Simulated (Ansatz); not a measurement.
# GaN (Fm-3m) in Ansatz: settings compared

The runs below take GaN through band structure, with LDA, PBE, PBEsol, r2SCAN.

Program: Ansatz 0.2.0. These are calculated values, not measurements. Logs are shortened: lines on timing, memory, paths and dates and some standing lists are left out, and cuts for length are marked.

### 1 The crystal as given

It takes space group Fm-3m (No. 225, cubic). The conventional cell has a = 4.270 Å, b = 4.270 Å, c = 4.270 Å, α = 90.00°, β = 90.00°, γ = 90.00°. Ga (site symmetry m-3m) is surrounded by 6 N at 2.14 Å. N (site symmetry m-3m) has 6 Ga at 2.14 Å as nearest neighbours.

Measurements of this composition are mostly on another form, of space group No. 186.

### 2 Band structure, LDA

Contents of input.yaml:

```yaml
crystal:
  lattice:
    - [0.0, 2.135235, 2.135235]
    - [2.135235, 0.0, 2.135235]
    - [2.135235, 2.135235, 0.0]
  atoms:
    - { symbol: Ga, position: [0.0, 0.0, 0.0] }
    - { symbol: "N", position: [0.5, 0.5, 0.5] }
hamiltonian:
  xc: lda
  pseudopotentials: { kind: paw }
kpoints:
  mp_grid: { grid: [11, 11, 11] }
  band_path:
    path:
      - [[0.0, 0.0, 0.0], [0.5, 0.0, 0.5], [0.5, 0.25, 0.75], [0.375, 0.375, 0.75], [0.0, 0.0, 0.0], [0.5, 0.5, 0.5], [0.625, 0.25, 0.625], [0.5, 0.25, 0.75], [0.5, 0.5, 0.5], [0.375, 0.375, 0.75]]
      - [[0.625, 0.25, 0.625], [0.5, 0.0, 0.5]]
    npoints: 14
scf:
  occupations: { method: fermi_dirac, width: 0.05 }
  n_extra_bands: 6
output:
  forces: true
  stress: true
  eigenvalues: true
  fatbands: true
```

Potentials or basis: Ansatz PAW.

The run is started by

```sh
ansatz run input.yaml --threads 2 --pin off --max-ram 5632MiB --backend cpu --events-out ev --progress --plain --runs-dir out
```

Log:

```text
Warning: RAYON_NUM_THREADS=2 ignored (pool sized by the plan → 2); use --threads N
scf.n_extra_bands = 6 over 9 filled bands (N_el = 18.0): the run solves 15 bands
Engine: ansatz 0.2.0, aarch64-unknown-linux-gnu
Pseudopotentials: kind: paw
Pseudopotential: Ga, paw, valence charge 13, recommended cutoff 420 eV (normal), Ga.paw.azcp
Pseudopotential: N, paw, valence charge 5, recommended cutoff 420 eV (normal), N.paw.azcp
Functional definition: SPW92
  exchange = slater_x
  correlation = pw_c
Crystal: 2 atoms, lattice volume = 19.470 Å³
Basis set: ecut = 420 eV, 339 PW (Γ)
Bands: 15, of which v1, the nominal top of the filled ones, is band 9 counted from 1 (8 counted from 0)
Symmetry: 48 space group operations
Space group: Fm-3m (ITA 225), of the structure as read, at distance tolerance 2.7e-5 Å
k-points: 56 of 1331
Non-local potential: Ga, projectors of the file, l = 0: 2, l = 1: 2, l = 2: 3, l = 3: 1
Non-local potential: N, projectors of the file, l = 0: 2, l = 1: 2, l = 2: 1
PAW form: soft (Blöchl's): semilocal exchange-correlation on the pseudo side does not see the compensation charge
PAW frozen core: Ga, regenerated for the run's functional, and the local potential with it (the file was generated under x = pbe(κ = 0.804, μ = 0.2195149727645171), c = pbe(β = 0.06672455060314922))
PAW frozen core: N, regenerated for the run's functional, and the local potential with it (the file was generated under x = pbe(κ = 0.804, μ = 0.2195149727645171), c = pbe(β = 0.06672455060314922))
PAW one-centre angular grid: Ga, 590 points (default); XC on 64 Gauss nodes
PAW one-centre angular grid: N, 110 points (default); XC on 64 Gauss nodes
Initial density: superposition of atomic densities (neutral atoms: chi_scale 0, normalization atom), corrected by the library's trained network
Initial wavefunctions: pseudopotential atomic-orbital guess
Functional: x = slater, c = lda
SCF iter   1: F=—  HF=-4081.169245 eV  |F-HF|=—  |Δ(HF+E_count)|=         —  Δρ=1.36e-2  dr2=3.47e-2  ethr=1.77e-3  ⟨swp⟩=4.6  Hψ=4133  notcnv=0  defer=9
preconditioner: auto → none  [insulator: Δε(μ)=0.171 eV  Ē_g=22.130 eV  σ=0.050 eV  W_gap=0.63  n_scr=8 (ndim 8)  ℏωp=35.7 eV  f_vac=0.000  D(μ)=0.09/eV (n_scr^D=0)  ε∞_Penn≈3.6]
SCF iter   2: F=—  HF=-4081.160866 eV  |F-HF|=—  |Δ(HF+E_count)|=   8.38e-3  Δρ=5.81e-3  dr2=7.34e-3  ethr=1.93e-4  ⟨swp⟩=2.0  Hψ=1503  notcnv=0  defer=82
SCF iter   3: F=—  HF=-4081.159004 eV  |F-HF|=—  |Δ(HF+E_count)|=   1.86e-3  Δρ=1.87e-3  dr2=2.63e-4  ethr=4.08e-5  ⟨swp⟩=2.9  Hψ=1411  notcnv=0  defer=82
SCF iter   4: F=—  HF=-4081.158735 eV  |F-HF|=—  |Δ(HF+E_count)|=   2.69e-4  Δρ=3.76e-4  dr2=8.39e-6  ethr=1.46e-6  ⟨swp⟩=2.1  Hψ=1160  notcnv=0  defer=82
SCF iter   5: F=—  HF=-4081.158732 eV  |F-HF|=—  |Δ(HF+E_count)|=   2.92e-6  Δρ=1.67e-5  dr2=3.39e-8  ethr=4.66e-8  ⟨swp⟩=2.2  Hψ=1260  notcnv=0  defer=82
SCF iter   6: F=-4081.158732 eV  HF=-4081.158732 eV  |F-HF|=2.05e-10  |Δ(HF+E_count)|=   1.38e-9  Δρ=2.68e-6  dr2=4.36e-10  ethr=1.88e-10  ⟨swp⟩=6.8  Hψ=3435  notcnv=0
SCF 1 converged in 6 iterations: F = -4081.158732 eV  dr2 = 4.36e-10
NSCF: frozen V_eff on 142 k-points
SCF converged after 6 iterations
Free energy (F): -4081.158732 eV
Harris-Foulkes:  -4081.158732 eV  (|F-HF|=2.05e-10)
Internal energy: -4081.158453 eV  (E = F + TS)
E sigma→0 (E₀):  -4081.158593 eV
Entropy (-TS):   -0.000279 eV (-0.140 meV/atom)
Fermi energy:    12.500817 eV
--- Per-component energies (eV) ---
  E_band       = 31.443227
  E_kinetic    = 246.411601
  E_local      = -1696.203152  (includes V_loc(G=0)·N_el)
  E_nonlocal   = 479.819698
  E_hartree    = 790.917624
  E_xc         = -127.215110
  E_vxc        = -133.557585  (∫ρ·V_xc dr)
  E_paw        = -2038.260576  (= ΣΔE_a)
  E_vpaw       = -446.863306  (= ΣTr[D̂ρ^β])
  E_aug_tail   = -0.000182  (compensation charges beyond the density's cutoff)
  E_ewald      = -1738.436881
  E_core_change = 1.808524  (= ΣΔE_core)
  E_smearing   = -0.000279  (= −TS)
  E_closure    = 0.000000  (closes the sum)
  Σ components = -4081.158732   (vs F -4081.158732, Δ=0.00e0)
--- Forces (eV/Å), atoms counted from 1 ---
  atom   1  Ga    -0.00000000     0.00000000     0.00000000
  atom   2  N      0.00000000    -0.00000000    -0.00000000
  max |Σ_I F_I| component: 8.61e-30 eV/Å
--- Stress (GPa, compression-positive) ---
      -13.644369      -0.000000       0.000000
       -0.000000     -13.644369       0.000000
        0.000000       0.000000     -13.644369
  P = ⅓ Tr σ = -13.6444 GPa (-136.444 kbar)
--- Band table (eV; the first three rows and the last of 56) ---
  k-point 0: bands = ["-4.6092", "-1.8696", "-1.8696", "-1.8696", "-1.7796", "-1.7796", "11.7890", "11.7890", "11.7890", "14.2074", "26.6716", "26.6716", "26.6716", "27.3596", "27.3596"]
  k-point 1: bands = ["-4.4509", "-1.8750", "-1.8616", "-1.8616", "-1.7895", "-1.7895", "10.7528", "11.8041", "11.8041", "15.0618", "24.4828", "25.8464", "25.8464", "27.5005", "27.6650"]
  k-point 2: bands = ["-3.9895", "-1.8882", "-1.8709", "-1.8709", "-1.7845", "-1.7845", "8.9593", "11.8554", "11.8554", "16.2591", "22.4878", "24.2776", "24.2776", "27.2906", "28.5831"]
  k-point 55: bands = ["-3.0152", "-1.8946", "-1.8374", "-1.8298", "-1.6171", "1.0406", "6.7467", "6.8675", "8.4212", "16.8742", "21.2943", "22.5277", "22.6224", "29.4525", "31.0446"]
```

Run time: 1.7 s. Hardware: 2 threads of Arm Neoverse V1, shared host; peak memory 0.27 GiB.

Results:

```
Free energy             : -4081.1587 eV
Pressure                : -13.6 GPa
Band gap on the k mesh  : 0.35 eV, indirect (least direct gap 2.42 eV)
Band gap along the path : 0.20 eV, indirect (least direct gap 2.42 eV)
```

Levels at the corners of the path, in eV from the valence-band top:
| point | band 5 | band 6 | band 7 | band 8 | band 9 | band 10 | band 11 | band 12 | band 13 | band 14 |
| --- | --- | --- | --- | --- | --- | --- | --- | --- | --- | --- |
| Γ | -14.06 | -14.06 | -0.50 | -0.50 | -0.50 | 1.92 | 14.39 | 14.39 | 14.39 | 15.08 |
| X | -13.89 | -10.96 | -6.94 | -2.96 | -2.96 | 0.20 | 7.72 | 11.46 | 13.87 | 13.87 |
| W | -13.89 | -11.15 | -5.21 | -5.21 | -4.66 | 4.72 | 9.44 | 10.03 | 10.03 | 17.97 |
| K | -13.93 | -11.33 | -6.00 | -5.70 | -2.07 | 2.83 | 8.70 | 10.78 | 12.02 | 14.57 |
| Γ | -14.06 | -14.06 | -0.50 | -0.50 | -0.50 | 1.92 | 14.39 | 14.39 | 14.39 | 15.08 |
| L | -13.94 | -13.79 | -8.19 | -0.17 | -0.17 | 4.53 | 8.72 | 8.72 | 8.81 | 15.84 |
| U | -13.93 | -11.33 | -6.00 | -5.70 | -2.07 | 2.83 | 8.70 | 10.78 | 12.02 | 14.57 |
| W | -13.89 | -11.15 | -5.21 | -5.21 | -4.66 | 4.72 | 9.44 | 10.03 | 10.03 | 17.97 |
| L | -13.94 | -13.79 | -8.19 | -0.17 | -0.17 | 4.53 | 8.72 | 8.72 | 8.81 | 15.84 |
| K | -13.93 | -11.33 | -6.00 | -5.70 | -2.07 | 2.83 | 8.70 | 10.78 | 12.02 | 14.57 |
| U | -13.93 | -11.33 | -6.00 | -5.70 | -2.07 | 2.83 | 8.70 | 10.78 | 12.02 | 14.57 |
| X | -13.89 | -10.96 | -6.94 | -2.96 | -2.96 | 0.20 | 7.72 | 11.46 | 13.87 | 13.87 |

Caveat: the k mesh misses the band edges, so the gap on the mesh is wider than the one along the path; the pressure holds a Pulay correction of +0.7 GPa for the finite cutoff; the PAW data sets come from PBE, with cores solved anew for the run's functional, which leaves a small shift of forces and pressure.

### 3 Band structure, PBE

Edit input.yaml of step 2 so:

```diff
@@ -9,3 +9,3 @@
 hamiltonian:
-  xc: lda
+  xc: pbe
   pseudopotentials: { kind: paw }
@@ -25,2 +25,2 @@
   eigenvalues: true
-  fatbands: true
+  fatbands: false
```

Potentials or basis: Ansatz PAW.

The run is started by

```sh
ansatz run input.yaml --threads 2 --pin off --max-ram 5632MiB --backend cpu --events-out ev --progress --plain --runs-dir out
```

Run time: 1.4 s. Hardware: 2 threads of Arm Neoverse V1, shared host; peak memory 0.28 GiB.

It converged, with:

| Item | Value |
| --- | --- |
| Free energy | -4166.9629 eV |
| Pressure | -0.3 GPa |
| Band gap on the k mesh | 0.55 eV, indirect (least direct gap 2.36 eV) |
| Band gap along the path | 0.41 eV, indirect (least direct gap 2.36 eV) |

Levels at the corners of the path, in eV from the valence-band top:
| point | band 5 | band 6 | band 7 | band 8 | band 9 | band 10 | band 11 | band 12 | band 13 | band 14 |
| --- | --- | --- | --- | --- | --- | --- | --- | --- | --- | --- |
| Γ | -13.98 | -13.98 | -0.48 | -0.48 | -0.48 | 1.88 | 14.44 | 14.44 | 14.44 | 15.38 |
| X | -13.81 | -11.09 | -6.88 | -2.93 | -2.93 | 0.41 | 7.78 | 11.62 | 14.10 | 14.10 |
| W | -13.81 | -11.31 | -5.17 | -5.17 | -4.55 | 4.88 | 9.61 | 10.13 | 10.13 | 18.14 |
| K | -13.84 | -11.48 | -5.95 | -5.61 | -2.04 | 3.00 | 8.79 | 10.92 | 12.24 | 14.71 |
| Γ | -13.98 | -13.98 | -0.48 | -0.48 | -0.48 | 1.88 | 14.44 | 14.44 | 14.44 | 15.38 |
| L | -13.86 | -13.86 | -8.09 | -0.17 | -0.17 | 4.56 | 8.93 | 8.93 | 9.01 | 15.97 |
| U | -13.84 | -11.48 | -5.95 | -5.61 | -2.04 | 3.00 | 8.79 | 10.92 | 12.24 | 14.71 |
| W | -13.81 | -11.31 | -5.17 | -5.17 | -4.55 | 4.88 | 9.61 | 10.13 | 10.13 | 18.14 |
| L | -13.86 | -13.86 | -8.09 | -0.17 | -0.17 | 4.56 | 8.93 | 8.93 | 9.01 | 15.97 |
| K | -13.84 | -11.48 | -5.95 | -5.61 | -2.04 | 3.00 | 8.79 | 10.92 | 12.24 | 14.71 |
| U | -13.84 | -11.48 | -5.95 | -5.61 | -2.04 | 3.00 | 8.79 | 10.92 | 12.24 | 14.71 |
| X | -13.81 | -11.09 | -6.88 | -2.93 | -2.93 | 0.41 | 7.78 | 11.62 | 14.10 | 14.10 |

Caveat: the k mesh misses the band edges, so the gap on the mesh is wider than the one along the path; the pressure holds a Pulay correction of +0.6 GPa for the finite cutoff.

### 4 Band structure, PBEsol

Edit input.yaml of step 3 so:

```diff
@@ -9,3 +9,3 @@
 hamiltonian:
-  xc: pbe
+  xc: pbesol
   pseudopotentials: { kind: paw }
```

Potentials or basis: Ansatz PAW.

The run is started by

```sh
ansatz run input.yaml --threads 2 --pin off --max-ram 5632MiB --backend cpu --events-out ev --progress --plain --runs-dir out
```

Log:

```text
Warning: RAYON_NUM_THREADS=2 ignored (pool sized by the plan → 2); use --threads N
scf.n_extra_bands = 6 over 9 filled bands (N_el = 18.0): the run solves 15 bands
Engine: ansatz 0.2.0, aarch64-unknown-linux-gnu
Pseudopotentials: kind: paw
Pseudopotential: Ga, paw, valence charge 13, recommended cutoff 420 eV (normal), Ga.paw.azcp
Pseudopotential: N, paw, valence charge 5, recommended cutoff 420 eV (normal), N.paw.azcp
Functional definition: PBEsol
  exchange = pbesol_x
  correlation = pbesol_c
Crystal: 2 atoms, lattice volume = 19.470 Å³
Basis set: ecut = 420 eV, 339 PW (Γ), exchange–correlation on 48×48×48 points (8 copies of the dense FFT grid, shifted against one another)
Bands: 15, of which v1, the nominal top of the filled ones, is band 9 counted from 1 (8 counted from 0)
Symmetry: 48 space group operations
Space group: Fm-3m (ITA 225), of the structure as read, at distance tolerance 2.7e-5 Å
k-points: 56 of 1331
Non-local potential: Ga, projectors of the file, l = 0: 2, l = 1: 2, l = 2: 3, l = 3: 1
Non-local potential: N, projectors of the file, l = 0: 2, l = 1: 2, l = 2: 1
PAW form: soft (Blöchl's): semilocal exchange-correlation on the pseudo side does not see the compensation charge
PAW frozen core: Ga, regenerated for the run's functional, and the local potential with it (the file was generated under x = pbe(κ = 0.804, μ = 0.2195149727645171), c = pbe(β = 0.06672455060314922))
PAW frozen core: N, regenerated for the run's functional, and the local potential with it (the file was generated under x = pbe(κ = 0.804, μ = 0.2195149727645171), c = pbe(β = 0.06672455060314922))
PAW one-centre angular grid: Ga, 590 points (default); XC on 64 Gauss nodes
PAW one-centre angular grid: N, 110 points (default); XC on 64 Gauss nodes
Initial density: superposition of atomic densities (neutral atoms: chi_scale 0, normalization atom), corrected by the library's trained network
Initial wavefunctions: pseudopotential atomic-orbital guess
Functional: x = pbesol(κ = 0.804, μ = 0.12345679012345678), c = pbesol(β = 0.046)
SCF iter   1: F=—  HF=-4121.982719 eV  |F-HF|=—  |Δ(HF+E_count)|=         —  Δρ=1.28e-2  dr2=3.08e-2  ethr=1.77e-3  ⟨swp⟩=4.5  Hψ=4127  notcnv=0  defer=9
preconditioner: auto → none  [insulator: Δε(μ)=0.319 eV  Ē_g=22.124 eV  σ=0.050 eV  W_gap=0.90  n_scr=8 (ndim 8)  ℏωp=35.7 eV  f_vac=0.000  D(μ)=0.03/eV (n_scr^D=0)  ε∞_Penn≈3.6]
SCF iter   2: F=—  HF=-4121.975110 eV  |F-HF|=—  |Δ(HF+E_count)|=   7.61e-3  Δρ=5.12e-3  dr2=5.63e-3  ethr=1.71e-4  ⟨swp⟩=2.0  Hψ=1510  notcnv=0  defer=70
SCF iter   3: F=—  HF=-4121.973682 eV  |F-HF|=—  |Δ(HF+E_count)|=   1.43e-3  Δρ=1.21e-3  dr2=1.18e-4  ethr=3.13e-5  ⟨swp⟩=2.4  Hψ=1246  notcnv=0  defer=70
SCF iter   4: F=—  HF=-4121.973559 eV  |F-HF|=—  |Δ(HF+E_count)|=   1.23e-4  Δρ=3.46e-4  dr2=8.97e-6  ethr=6.55e-7  ⟨swp⟩=2.1  Hψ=1174  notcnv=0  defer=70
SCF iter   5: F=—  HF=-4121.973556 eV  |F-HF|=—  |Δ(HF+E_count)|=   2.96e-6  Δρ=2.50e-5  dr2=5.22e-8  ethr=4.98e-8  ⟨swp⟩=2.0  Hψ=1235  notcnv=0  defer=70
SCF iter   6: F=-4121.973556 eV  HF=-4121.973556 eV  |F-HF|=7.09e-11  |Δ(HF+E_count)|=   2.18e-8  Δρ=3.16e-6  dr2=7.85e-10  ethr=2.90e-10  ⟨swp⟩=5.2  Hψ=3337  notcnv=0
SCF 1 converged in 6 iterations: F = -4121.973556 eV  dr2 = 7.85e-10
NSCF: frozen V_eff on 142 k-points
SCF converged after 6 iterations
Free energy (F): -4121.973556 eV
Harris-Foulkes:  -4121.973556 eV  (|F-HF|=7.09e-11)
Internal energy: -4121.973455 eV  (E = F + TS)
E sigma→0 (E₀):  -4121.973506 eV
Entropy (-TS):   -0.000101 eV (-0.050 meV/atom)
Fermi energy:    12.790568 eV
--- Per-component energies (eV) ---
  E_band       = 36.338587
  E_kinetic    = 246.245383
  E_local      = -1692.957912  (includes V_loc(G=0)·N_el)
  E_nonlocal   = 477.921410
  E_hartree    = 790.794921
  E_xc         = -127.073948
  E_vxc        = -133.243374  (∫ρ·V_xc dr)
  E_paw        = -2079.357335  (= ΣΔE_a)
  E_vpaw       = -443.217115  (= ΣTr[D̂ρ^β])
  E_aug_tail   = -0.000170  (compensation charges beyond the density's cutoff)
  E_ewald      = -1738.436881
  E_core_change = 0.891077  (= ΣΔE_core)
  E_smearing   = -0.000101  (= −TS)
  E_closure    = 0.000000  (closes the sum)
  Σ components = -4121.973556   (vs F -4121.973556, Δ=0.00e0)
--- Forces (eV/Å), atoms counted from 1 ---
  atom   1  Ga    -0.00000000    -0.00000000     0.00000000
  atom   2  N      0.00000000    -0.00000000     0.00000000
  max |Σ_I F_I| component: 1.27e-29 eV/Å
--- Stress (GPa, compression-positive) ---
       -7.688718      -0.000000       0.000000
        0.000000      -7.688718       0.000000
        0.000000       0.000000      -7.688718
  P = ⅓ Tr σ = -7.6887 GPa (-76.887 kbar)
--- Band table (eV; the first three rows and the last of 56) ---
  k-point 0: bands = ["-4.4928", "-1.5263", "-1.5263", "-1.5263", "-1.4372", "-1.4372", "12.0229", "12.0229", "12.0229", "14.3817", "26.8324", "26.8324", "26.8324", "27.7719", "27.7719"]
  k-point 1: bands = ["-4.3359", "-1.5320", "-1.5184", "-1.5184", "-1.4472", "-1.4472", "10.9670", "12.0377", "12.0377", "15.2597", "24.6935", "26.1336", "26.1336", "27.7891", "27.9205"]
  k-point 2: bands = ["-3.8781", "-1.5464", "-1.5287", "-1.5287", "-1.4417", "-1.4417", "9.1642", "12.0871", "12.0871", "16.4704", "22.7294", "24.5906", "24.5906", "27.5432", "28.7856"]
  k-point 55: bands = ["-2.7739", "-1.5537", "-1.4967", "-1.4881", "-1.2728", "1.1807", "6.9884", "7.0740", "8.6661", "17.2170", "21.5451", "22.7764", "22.8954", "29.7269", "31.3018"]
```

Wall time 1.5 s (2 threads of Arm Neoverse V1, shared host); peak memory 0.28 GiB.

What came out:

| Item | Value |
| --- | --- |
| Free energy | -4121.9736 eV |
| Pressure | -7.7 GPa |
| Band gap on the k mesh | 0.47 eV, indirect (least direct gap 2.36 eV) |
| Band gap along the path | 0.33 eV, indirect (least direct gap 2.36 eV) |

Levels at the corners of the path, in eV from the valence-band top:
```
point  band 7  band 8  band 9  band 10  band 11  band 12
    Γ   -0.49   -0.49   -0.49     1.87    14.32    14.32
    X   -6.96   -2.97   -2.97     0.33     7.62    11.54
    W   -5.23   -5.23   -4.61     4.84     9.50    10.03
    K   -6.02   -5.67   -2.07     2.92     8.69    10.83
    Γ   -0.49   -0.49   -0.49     1.87    14.32    14.32
    L   -8.16   -0.18   -0.18     4.46     8.81     8.81
    U   -6.02   -5.67   -2.07     2.92     8.69    10.83
    W   -5.23   -5.23   -4.61     4.84     9.50    10.03
    L   -8.16   -0.18   -0.18     4.46     8.81     8.81
    K   -6.02   -5.67   -2.07     2.92     8.69    10.83
    U   -6.02   -5.67   -2.07     2.92     8.69    10.83
    X   -6.96   -2.97   -2.97     0.33     7.62    11.54
```

Caveat: the k mesh misses the band edges, so the gap on the mesh is wider than the one along the path; the pressure holds a Pulay correction of +0.6 GPa for the finite cutoff; the PAW data sets come from PBE, with cores solved anew for the run's functional, which leaves a small shift of forces and pressure.

### 5 Band structure, r2SCAN

Edit input.yaml of step 4 so:

```diff
@@ -9,3 +9,3 @@
 hamiltonian:
-  xc: pbesol
+  xc: r2scan
   pseudopotentials: { kind: paw }
```

The run is started by

```sh
ansatz run input.yaml --threads 2 --pin off --max-ram 5632MiB --backend cpu --events-out ev --progress --plain --runs-dir out
```

It took 2.7 s on 2 threads of Arm Neoverse V1, shared host; peak memory 0.34 GiB.

It converged, with:

```yaml
Free_energy: -4175.4177 eV
Pressure: -8.5 GPa
Band_gap_on_the_k_mesh: 1.06 eV, indirect (least direct gap 2.89 eV)
Band_gap_along_the_path: 0.91 eV, indirect (least direct gap 2.89 eV)
```

Levels at the corners of the path, in eV from the valence-band top:
```csv
point,band 7,band 8,band 9,band 10,band 11,band 12
Γ,-0.48,-0.48,-0.48,2.40,15.17,15.17
X,-6.99,-3.00,-3.00,0.91,8.43,12.72
W,-5.26,-5.26,-4.51,5.43,10.39,11.03
K,-6.05,-5.64,-2.09,3.54,9.58,11.93
Γ,-0.48,-0.48,-0.48,2.40,15.17,15.17
L,-8.19,-0.19,-0.19,5.22,9.63,9.63
U,-6.05,-5.64,-2.09,3.54,9.58,11.93
W,-5.26,-5.26,-4.51,5.43,10.39,11.03
L,-8.19,-0.19,-0.19,5.22,9.63,9.63
K,-6.05,-5.64,-2.09,3.54,9.58,11.93
U,-6.05,-5.64,-2.09,3.54,9.58,11.93
X,-6.99,-3.00,-3.00,0.91,8.43,12.72
```

Caveat: the k mesh misses the band edges, so the gap on the mesh is wider than the one along the path; the PAW data sets come from PBE, with cores solved anew for the run's functional, which leaves a small shift of forces and pressure.

### 6 Summary

```csv
level,cutoff (eV),gap on the mesh (eV),pressure (GPa)
LDA,420,0.35,-13.6
PBE,420,0.55,-0.3
PBEsol,420,0.47,-7.7
r2SCAN,500,1.06,-8.5
```

Alike in all rows: task band structure; potentials or basis Ansatz PAW; no spin polarisation; cell as given; k mesh 11 × 11 × 11; smearing fermi-dirac 0.05 eV.

On the cell as given the gap runs from 0.20 eV (LDA) to 0.91 eV (r2SCAN). The pressure there spans -13.6 GPa (LDA) to -0.3 GPa (PBE); a positive pressure means that this level wants a larger cell, a negative one a smaller.

Caveats: the k mesh misses the band edges, so the gap on the mesh is wider than the one along the path; the PAW data sets come from PBE, with cores solved anew for the run's functional, which leaves a small shift of forces and pressure (some runs).

Total energies depend on the potentials used, so only differences within one code and one set of settings carry meaning.
